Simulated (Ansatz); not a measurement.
# Stack of 1T-PtSSe under 2H-MoTe2, shifted by two thirds of the diagonal in a perpendicular field

What dipole does a perpendicular field induce in the stack of 1T-PtSSe under 2H-MoTe2, shifted by two thirds of the diagonal, and does the gap follow? A positive field points along +c.

Main program and level: Ansatz 0.2.0; plane-wave DFT, PBE-D3(BJ), Ansatz PAW.

### 1. The structure

The cell holds 6 atoms: 1 Se, 1 Pt, 1 S, 2 Te and 1 Mo. Its edges and angles: a = 3.605 Å, b = 3.605 Å, c = 49.047 Å, α = 90.0°, β = 90.0°, γ = 120.0°. Regions: layer 1: 1T-PtSSe, 3 atoms (1 Se, 1 Pt and 1 S); layer 2: 2H-MoTe2, 3 atoms (2 Te and 1 Mo). Vacuum lies along c.

### 2. Relaxing the slab

The starting cell is a guess, so the in-plane lattice and the atoms are relaxed first, with the slab cut off from its images along the normal.

input.yaml reads:

```yaml
crystal:
  lattice:
    - [3.605, 0.0, 0.0]
    - [-1.8025, 3.1220215806, 0.0]
    - [0.0, 0.0, 49.0465102773]
  atoms:
    - { symbol: Se, position: [0.6666666667, 0.3333333333, 0.4077762085] }
    - { symbol: Pt, position: [0.0, 0.0, 0.4328132692] }
    - { symbol: S, position: [0.3333333333, 0.6666666667, 0.4510495756] }
    - { symbol: Te, position: [0.0, 0.0, 0.5152743285] }
    - { symbol: Mo, position: [0.6666666667, 0.3333333333, 0.55374906] }
    - { symbol: Te, position: [0.0, 0.0, 0.5922237915] }
  periodic: [true, true, false]
kpoints:
  mp_grid: { grid: [12, 12, 1] }
hamiltonian:
  xc: pbe
  dispersion: d3bj
scf:
  occupations: { method: fermi_dirac, width: 0.05 }
  convergence: { dr2_threshold: 1.0e-09 }
relax:
  f_tol: 0.004
  max_steps: 90
  cell: {}
output:
  write_potential: true
  write_density: true
  volumetric_format: npy
```

Launch:

```console
$ ansatz run input.yaml --threads 4 --pin off --max-ram 8192MiB --backend cpu --events-out ev --progress --plain --runs-dir out
```

Numbers of over 12 decimals in the logs are rounded to 6 here.

What it wrote:

```text
Warning: relax.cell: scf.convergence.dr2_threshold = 1e-9 eV is looser than the 1.65394254821e-10 eV advised for a relaxation that steers and ends on the stress (1e-10 eV for each atom of the cell: 6, times the square of relax.cell.stress_2d_tol = 0.05 N/m over 19.0 Å (the atoms' height at the walk's start and 5 Å past either face), 2.625e-2 GPa, over a crystal's default 0.05). What an SCF threshold leaves in a stress goes as its square root, and in the free energy as the threshold itself, and one threshold admits the most on a small cell: [figures from the program's tests cut] Set scf.convergence.dr2_threshold to 1.65394254821e-10 eV or tighter. [rest of the remark cut]
Engine: ansatz 0.2.0, aarch64-unknown-linux-gnu
Pseudopotentials: kind: paw
Pseudopotential: Se, paw, valence charge 16, recommended cutoff 420 eV (normal), Se.paw.azcp
Pseudopotential: Pt, paw, valence charge 18, recommended cutoff 420 eV (normal), Pt.paw.azcp
Pseudopotential: S, paw, valence charge 6, recommended cutoff 420 eV (normal), S.paw.azcp
Pseudopotential: Te, paw, valence charge 16, recommended cutoff 420 eV (normal), Te.paw.azcp
Pseudopotential: Mo, paw, valence charge 14, recommended cutoff 420 eV (normal), Mo.paw.azcp
Functional definition: PBE
  parameter kappa = 0.804
  parameter beta = 0.066725
  exchange = pbe_x(kappa = kappa, mu = beta*pi^2/3)
  correlation = pbe_c(beta = beta)
Crystal: 6 atoms, lattice volume = 552.013 Å³
Basis set: ecut = 420 eV, 10675 PW (Γ), exchange–correlation on 50×50×720 points (8 copies of the dense FFT grid, shifted against one another)
Bands: 52, of which v1, the nominal top of the filled ones, is band 43 counted from 1 (42 counted from 0)
Symmetry: 6 space group operations
Space group: P3m1 (ITA 156), of the structure as read, at distance tolerance 8.2e-5 Å
k-points: 19 of 144 (time reversal used)
Non-local potential: Se, projectors of the file, l = 0: 2, l = 1: 2, l = 2: 3, l = 3: 1
Non-local potential: Pt, projectors of the file, l = 0: 3, l = 1: 2, l = 2: 2, l = 3: 1
Non-local potential: S, projectors of the file, l = 0: 2, l = 1: 2, l = 2: 2
Non-local potential: Te, projectors of the file, l = 0: 2, l = 1: 2, l = 2: 2, l = 3: 2
Non-local potential: Mo, projectors of the file, l = 0: 3, l = 1: 2, l = 2: 2, l = 3: 1
PAW form: soft (Blöchl's): semilocal exchange-correlation on the pseudo side does not see the compensation charge
PAW one-centre angular grid: Se, 590 points (default); XC on 64 Gauss nodes
PAW one-centre angular grid: Pt, 590 points (default); XC on 64 Gauss nodes
PAW one-centre angular grid: S, 110 points (default); XC on 64 Gauss nodes
PAW one-centre angular grid: Te, 590 points (default); XC on 64 Gauss nodes
PAW one-centre angular grid: Mo, 590 points (default); XC on 64 Gauss nodes
Initial density: superposition of atomic densities (neutral atoms: chi_scale 0, normalization atom), corrected by the library's trained network
Initial wavefunctions: pseudopotential atomic-orbital guess
Functional: x = pbe(κ = 0.804, μ = 0.219515), c = pbe(β = 0.066725)
SCF iter   1: F=—  HF=-37813.368362 eV  |F-HF|=—  |Δ(HF+E_count)|=         —  Δρ=2.51e-3  dr2=4.38e-1  ethr=1.77e-3  ⟨swp⟩=19.5  Hψ=6751  notcnv=0
preconditioner: auto → Resta (q_TF=auto, 2.001 Å⁻¹)  ε∞=2.4  [insulator: Δε(μ)=0.797 eV  Ē_g=8.390 eV  σ=0.050 eV  W_gap=1.00  n_scr=30 (ndim 8)  ℏωp=10.0 eV  f_vac=0.738  D(μ)=0.00/eV (n_scr^D=0)  ε∞_Penn≈2.4  vacuum switching on, ρ_ref=5.1e-3 e/Å³]
SCF iter   2: F=—  HF=-37813.653449 eV  |F-HF|=—  |Δ(HF+E_count)|=   2.85e-1  Δρ=1.13e-2  dr2=2.76e1  ethr=5.10e-4  ⟨swp⟩=4.6  Hψ=2031  notcnv=0  defer=31  recentre
preconditioner: auto → LDOS  [metal: Δε(μ)=0.045 eV  Ē_g=8.546 eV  σ=0.050 eV  W_gap=0.22  n_scr=30 (ndim 8)  ℏωp=10.0 eV  f_vac=0.737  D(μ)=5.84/eV (n_scr^D=20)  β→1.0]
SCF iter   3: F=—  HF=-37813.366269 eV  |F-HF|=—  |Δ(HF+E_count)|=   2.87e-1  Δρ=2.11e-3  dr2=3.49e-1  ethr=5.10e-4  ⟨swp⟩=4.1  Hψ=1794  notcnv=0  defer=39
SCF iter   4: F=—  HF=-37813.352405 eV  |F-HF|=—  |Δ(HF+E_count)|=   1.39e-2  Δρ=1.48e-3  dr2=1.75e-1  ethr=4.06e-4  ⟨swp⟩=3.1  Hψ=1433  notcnv=0  defer=34
SCF iter   5: F=—  HF=-37813.342392 eV  |F-HF|=—  |Δ(HF+E_count)|=   1.00e-2  Δρ=6.55e-4  dr2=3.21e-2  ethr=2.04e-4  ⟨swp⟩=3.1  Hψ=1328  notcnv=0  defer=35
SCF iter   6: F=—  HF=-37813.341645 eV  |F-HF|=—  |Δ(HF+E_count)|=   7.47e-4  Δρ=3.81e-4  dr2=2.07e-2  ethr=3.73e-5  ⟨swp⟩=2.1  Hψ=1355  notcnv=0  defer=34
SCF iter   7: F=—  HF=-37813.340831 eV  |F-HF|=—  |Δ(HF+E_count)|=   8.14e-4  Δρ=2.47e-4  dr2=9.23e-3  ethr=2.40e-5  ⟨swp⟩=1.7  Hψ=1042  notcnv=0  defer=34
SCF iter   8: F=—  HF=-37813.340400 eV  |F-HF|=—  |Δ(HF+E_count)|=   4.31e-4  Δρ=1.79e-4  dr2=3.67e-3  ethr=1.07e-5  ⟨swp⟩=1.9  Hψ=1209  notcnv=0  defer=34
SCF iter   9: F=—  HF=-37813.340070 eV  |F-HF|=—  |Δ(HF+E_count)|=   3.30e-4  Δρ=8.17e-5  dr2=1.02e-4  ethr=4.27e-6  ⟨swp⟩=2.6  Hψ=1229  notcnv=0  defer=35
SCF iter  10: F=—  HF=-37813.340077 eV  |F-HF|=—  |Δ(HF+E_count)|=   6.73e-6  Δρ=6.79e-5  dr2=1.75e-4  ethr=1.19e-7  ⟨swp⟩=3.5  Hψ=1774  notcnv=0  defer=35
SCF iter  11: F=—  HF=-37813.340054 eV  |F-HF|=—  |Δ(HF+E_count)|=   2.26e-5  Δρ=1.72e-5  dr2=8.86e-6  ethr=1.19e-7  ⟨swp⟩=2.7  Hψ=1358  notcnv=0  defer=35
SCF iter  12: F=—  HF=-37813.340042 eV  |F-HF|=—  |Δ(HF+E_count)|=   1.26e-5  Δρ=6.96e-6  dr2=5.37e-7  ethr=1.03e-8  ⟨swp⟩=3.3  Hψ=1777  notcnv=0  defer=35
SCF iter  13: F=—  HF=-37813.340110 eV  |F-HF|=—  |Δ(HF+E_count)|=   6.81e-5  Δρ=3.25e-6  dr2=7.84e-8  ethr=6.24e-10  ⟨swp⟩=3.2  Hψ=1689  notcnv=0  defer=35
SCF iter  14: F=—  HF=-37813.340110 eV  |F-HF|=—  |Δ(HF+E_count)|=   3.63e-8  Δρ=9.81e-7  dr2=1.91e-8  ethr=9.12e-11  ⟨swp⟩=3.5  Hψ=1942  notcnv=0  defer=35
SCF iter  15: F=—  HF=-37813.340110 eV  |F-HF|=—  |Δ(HF+E_count)|=   2.55e-8  Δρ=4.08e-7  dr2=4.39e-9  ethr=2.23e-11  ⟨swp⟩=2.9  Hψ=1463  notcnv=0  defer=35
SCF iter  16: F=—  HF=-37813.340110 eV  |F-HF|=—  |Δ(HF+E_count)|=   3.71e-9  Δρ=2.70e-7  dr2=1.61e-9  ethr=5.11e-12  ⟨swp⟩=3.0  Hψ=1445  notcnv=0  defer=35
SCF iter  17: F=-37813.340110 eV  HF=-37813.340110 eV  |F-HF|=1.51e-9  |Δ(HF+E_count)|=  9.90e-10  Δρ=1.34e-7  dr2=1.14e-10  ethr=1.16e-12  ⟨swp⟩=11.4  Hψ=6424  notcnv=0
SCF 1 converged in 17 iterations: F = -37813.340110 eV  dr2 = 1.14e-10
  greatest PAW one-centre occupation: 1.000 electrons in one spin orbital (limit 2), on the Pt atom at site 1 (counted from 0), in its partial waves of l = 0
[...]
relax step   3: F+E_penalty+E_count = -37814.32140583 eV  Δ(F+E_penalty+E_count) = -5.999e-2 eV  max|allowed force component| = 3.736e-1 eV/Å  Δτ_max = 0.1928 Å  P = +0.589 N/m  Ω = 533.761 Å³  energy of the carried Pulay correction = +9.341e-4 eV  fix = [c, alpha, beta]  reactions: c +0.000 N/m  (15 SCF iters, accepted)
[...]
relax step   4: F+E_penalty+E_count = -37814.34161255 eV  Δ(F+E_penalty+E_count) = -2.021e-2 eV  max|allowed force component| = 4.409e-2 eV/Å  Δτ_max = 0.0970 Å  P = +0.081 N/m  Ω = 539.927 Å³  energy of the carried Pulay correction = +6.150e-4 eV  fix = [c, alpha, beta]  reactions: c +0.000 N/m  (12 SCF iters, accepted)
[...]
relax step   5: F+E_penalty+E_count = -37814.34184015 eV  Δ(F+E_penalty+E_count) = -2.276e-4 eV  max|allowed force component| = 2.661e-2 eV/Å  Δτ_max = 0.0203 Å  P = +0.069 N/m  Ω = 540.502 Å³  energy of the carried Pulay correction = +5.855e-4 eV  fix = [c, alpha, beta]  reactions: c +0.000 N/m  (10 SCF iters, accepted)
[...]
relax step   6: F+E_penalty+E_count = -37814.34190719 eV  Δ(F+E_penalty+E_count) = -6.704e-5 eV  max|allowed force component| = 3.169e-3 eV/Å  Δτ_max = 0.0047 Å  P = +0.043 N/m  Ω = 540.193 Å³  energy of the carried Pulay correction = +6.014e-4 eV  fix = [c, alpha, beta]  reactions: c +0.000 N/m  (9 SCF iters, accepted)
Basis set: ecut = 420 eV, 10393 PW (Γ), exchange–correlation on 48×48×720 points (8 copies of the dense FFT grid, shifted against one another)
Initial wavefunctions: pseudopotential atomic-orbital guess (no wavefunctions were taken with the density)
iter 1 solved again at ethr=4.20e-8 eV; its pass at ethr=3.10e-3 eV (dr2=3.61e-5 eV) is discarded
SCF iter   1: F=—  HF=-37814.341285 eV  |F-HF|=—  |Δ(HF+E_count)|=         —  Δρ=1.71e-5  dr2=2.45e-7  ethr=4.20e-8  ⟨swp⟩=7.3  Hψ=11364  notcnv=0
preconditioner: auto → LDOS  [insulator: Δε(μ)=0.415 eV  Ē_g=8.218 eV  σ=0.050 eV  W_gap=0.97  n_scr=30 (ndim 8)  ℏωp=10.1 eV  f_vac=0.735  D(μ)=0.07/eV (n_scr^D=2)  ε∞_Penn≈2.5  β→1.0]
SCF iter   2: F=—  HF=-37814.341340 eV  |F-HF|=—  |Δ(HF+E_count)|=   5.45e-5  Δρ=3.69e-6  dr2=1.01e-7  ethr=2.85e-10  ⟨swp⟩=3.9  Hψ=2574  notcnv=0
SCF iter   3: F=—  HF=-37814.341340 eV  |F-HF|=—  |Δ(HF+E_count)|=   1.60e-8  Δρ=2.81e-6  dr2=2.41e-7  ethr=1.17e-10  ⟨swp⟩=2.8  Hψ=2125  notcnv=0
SCF iter   4: F=—  HF=-37814.341340 eV  |F-HF|=—  |Δ(HF+E_count)|=   1.78e-8  Δρ=1.02e-6  dr2=2.71e-8  ethr=1.17e-10  ⟨swp⟩=2.9  Hψ=1520  notcnv=0
SCF iter   5: F=—  HF=-37814.341340 eV  |F-HF|=—  |Δ(HF+E_count)|=   1.51e-9  Δρ=3.74e-7  dr2=1.06e-9  ethr=3.15e-11  ⟨swp⟩=3.2  Hψ=1526  notcnv=0
iter 6 met the thresholds in force, and the SCF goes on: an eigenvalue changes by 1.38 meV, over its tolerance of 1.05 meV (output.eigenvalues, Limitations)
SCF iter   6: F=-37814.341340 eV  HF=-37814.341340 eV  |F-HF|=2.11e-10  |Δ(HF+E_count)|=  7.20e-10  Δρ=1.41e-7  dr2=1.03e-10  ethr=1.16e-12  ⟨swp⟩=17.5  Hψ=8093  notcnv=0
SCF iter   7: F=-37814.341340 eV  HF=-37814.341340 eV  |F-HF|=9.46e-11  |Δ(HF+E_count)|=  6.04e-10  Δρ=5.32e-8  dr2=4.82e-11  ethr=1.00e-12  ⟨swp⟩=8.8  Hψ=6027  notcnv=0
SCF 7 converged in 7 iterations: F = -37814.341340 eV  dr2 = 4.82e-11
relax step   7: F+E_penalty+E_count = -37814.34133980 eV  Δ(F+E_penalty+E_count) = +5.674e-4 eV  max|allowed force component| = 3.211e-3 eV/Å  Δτ_max = 0.0000 Å  P = +0.040 N/m  Ω = 540.193 Å³  fix = [c, alpha, beta]  reactions: c +0.000 N/m  stress off target by 4.05e-2 N/m on what of the cell is left free  SCF on the basis re-selected at this cell (its energy is not comparable with the rows above)  (7 SCF iters)
basis re-selected at this cell: Δ(F+E_penalty+E_count) = +5.674e-4 eV, ΔP = -0.002 N/m vs the last step (what re-selecting the basis moved, of the pressure what is left beyond the Pulay correction that the steps carried, after the strain that the cell walked since its last selection, with what the two solves' SCF thresholds leave and, on support functions, any second-order correction that the steps lacked; it is no measure of the basis error at this ecutwfc). The dense FFT grid was sized anew with the basis: this SCF ran on 24×24×360 points, the steps before it on 25×25×360, so part of this shift can come from that change (see relax.cell in the input reference). [rest of the remark cut]
WARN: The output density's exchange-correlation potential varies sharply where the density is thin. Do not read a vacuum level from v_tot or v_xc, or from such a field of the output density. On a cell that repeats whose density bears no net charge and no dipole along the vacuum's axis use v_es (v_loc + v_h of the components); under efield.dipole_correction with no amplitude use v_es + v_field, which holds any externa [...]
SCF converged after 7 iterations
an eigenvalue changed by more than its tolerance at an iteration that met the thresholds in force, so the SCF went on 1 time: the last check found none over its tolerance
Free energy (F): -37814.341340 eV
Harris-Foulkes:  -37814.341340 eV  (|F-HF|=9.46e-11)
Internal energy: -37814.340244 eV  (E = F + TS)
E sigma→0 (E₀):  -37814.340792 eV
Entropy (-TS):   -0.001095 eV (-0.183 meV/atom)
Fermi energy:    -4.483373 eV
--- Per-component energies (eV) ---
  E_band       = -2677.725245
  E_kinetic    = 1666.545083
  E_local      = -514093.353965  (includes V_loc(G=0)·N_el)
  E_nonlocal   = -844.131702
  E_hartree    = 256250.057296
  E_xc         = -895.772239
  E_vxc        = -926.623794  (∫ρ·V_xc dr)
  E_paw        = -24492.638629  (= ΣΔE_a)
  E_vpaw       = -980.274065  (= ΣTr[D̂ρ^β])
  E_aug_tail   = -0.000748  (compensation charges beyond the density's cutoff)
  E_ewald      = 244597.427385
  E_disp       = -2.472725  (pairwise vdW)
  E_smearing   = -0.001095  (= −TS)
  E_closure    = 0.000000  (closes the sum)
  Σ components = -37814.341340   (vs F -37814.341340, Δ=0.00e0)
--- Forces (eV/Å), atoms counted from 1 ---
  atom   1  Se     0.00000000     0.00000000    -0.00027290
  atom   2  Pt     0.00000000    -0.00000000    -0.00321079
  atom   3  S      0.00000000    -0.00000000     0.00298859
  atom   4  Te     0.00000000    -0.00000000     0.00028157
  atom   5  Mo     0.00000000     0.00000000     0.00072628
  atom   6  Te     0.00000000    -0.00000000    -0.00051344
  max |Σ_I F_I| component: 6.92e-7 eV/Å
--- 2D stress c σ (N/m, compression-positive) ---
        0.040495      -0.000000       0.000000
       -0.000000       0.040495      -0.000000
        0.000000      -0.000000       0.000000
  P = ½ c Tr σ = 0.0405 N/m
--- Band table (eV; the first three rows and the last of 19) ---
  k-point 0: bands = [... 39 lower, -5.6877, -5.6502, -5.6502, -4.7331, -2.6783, -2.6783, -1.7231, -1.7231, ... 5 higher]
  k-point 1: bands = [... 39 lower, -5.8202, -5.7574, -5.3790, -4.6911, -3.1554, -2.8007, -2.0847, -1.9126, ... 5 higher]
  k-point 2: bands = [... 39 lower, -5.9778, -5.8113, -5.3630, -4.9139, -3.8695, -3.0300, -2.6888, -2.4290, ... 5 higher]
  k-point 18: bands = [... 39 lower, -6.7293, -6.5406, -6.3602, -4.7435, -4.1545, -3.7559, -3.6061, -2.6502, ... 5 higher]
  the weakly bound empty levels are not read free of the cell's end (no_gap_told)
--- Relaxed structure (6 steps of the walk, 6 accepted, 1 SCFs on fresh bases) ---
  F+E_penalty+E_count = -37814.34133980 eV   max|allowed force component| = 3.211e-3 eV/Å   (the final SCF, on the basis selected at the relaxed cell)
  cell:  # Å, volume = 540.1928 Å³
    - [3.566195, 0, 0]
    - [-1.783097, 3.088415, 0]
    - [0, 0, 49.0465102773]
  atoms:
    - { symbol: Se, position: [0.666667, 0.333333, 0.403530] }
    - { symbol: Pt, position: [1.9613578624596023e-17, -8.635067969261896e-17, 0.431955] }
    - { symbol: S, position: [0.333333, 0.666667, 0.457339] }
    - { symbol: Te, position: [2.083851226842624e-17, -8.635067969261896e-17, 0.516849] }
    - { symbol: Mo, position: [0.666667, 0.333333, 0.553319] }
    - { symbol: Te, position: [1.8872392008650133e-17, -8.635067969261896e-17, 0.589893] }
```

Elapsed: 4.5 min, on 4 threads of Arm Neoverse N1, shared host; peak memory 1.2 GiB.

The steps of the relaxation:

```csv
step,energy less that of the first step (eV),largest force component (eV/Å),volume (Å³)
1,0.0000,4.2219,552.01
2,-0.9213,1.1122,552.98
3,-0.9813,0.3736,533.76
4,-1.0015,0.0441,539.93
5,-1.0017,0.0266,540.50
6,-1.0018,0.0032,540.19
7*,-1.0012,0.0032,540.19
```

Relaxation steps marked * repeat the geometry before them on a plane-wave basis chosen anew for their cell, so energy and pressure can jump there.

Forces are held to the 6 operations that the run works with; a distortion that breaks them can't arise in this run.

```csv
cell as run,before,after,change
a (Å),3.605,3.566,-1.1 %
b (Å),3.605,3.566,-1.1 %
```

The atoms that moved most (Å, along periodic axes as changes of fractional coordinates times the final cell, across vacuum about the mean position):

```csv
atom,dx,dy,dz,length
S3,0.000,0.000,0.308,0.308
Se1,0.000,0.000,-0.208,0.208
Te6,0.000,0.000,-0.114,0.114
Te4,0.000,0.000,0.077,0.077
Pt2,0.000,0.000,-0.042,0.042
Mo5,0.000,0.000,-0.021,0.021
```

The relaxed structure:

```xyz
6
Lattice="3.5662 0.0000 0.0000 -1.7831 3.0884 0.0000 0.0000 0.0000 49.0465" Properties=species:S:1:pos:R:3
Se    1.7831    1.0295   19.7918
Pt    0.0000    0.0000   21.1859
S     0.0000    2.0589   22.4309
Te    0.0000    0.0000   25.3496
Mo    1.7831    1.0295   27.1384
Te    0.0000    0.0000   28.9322
```

Numbers from this step:

```
energy at zero smearing : -37814.3408 eV
```

The lattice constant a goes from 3.605 to 3.566 Å.

(Continued in part 2 of 2.)

[Logs are printed without paths, hosts, clocks, repeated set-up lines and the standing remarks that a program may print on its own settings, such as how far it seeks lower states.]

[Hosts, paths, dates, database ids (printed as entryN), source tags and the programs' standing remarks are cut or masked in the printed files.]

[Maps of the electrostatic potential energy from Ansatz leave out the sawtooth potential of an applied field or a dipole correction, so their vacuum need not be flat; planar profiles and work functions include it.]
